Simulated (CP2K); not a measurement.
Ag:

```
Ag
1.0
     2.88888    0.00000    0.00000
     1.44444    2.50185    0.00000
     1.44444    0.83395    2.35876
Ag
1
Direct
  0.00000 0.00000 0.00000
```

Base run:

| Property | Result |
| --- | --- |
| Program | CP2K 2026.2 |
| Functional | AM05 |
| Potentials or basis | POTENTIAL_UZH Ag GTH-PBE-q11; TZVP-MOLOPT-PBE-GTH basis |
| Density cutoff | 9184 eV |
| k mesh | 11 × 11 × 11 |
| Occupations | fermi-dirac, width 0.05 eV |
| Spin | no spin polarisation |

Its results: band gap on the k mesh none (metal or under the smearing width); pressure -2.7 GPa.

Problem. The run is repeated on the same cell with these changes: functional from AM05 to LDA. What comes out?

Solution. Band gap on the k mesh none (metal or under the smearing width); pressure -5.4 GPa.

LDA binds more tightly than AM05, so the same cell stands under less pressure.

Caveats: the potentials were made for another functional, which shifts forces and pressure; the basis of atomic orbitals isn't converged, which shifts pressures, moduli and gaps.
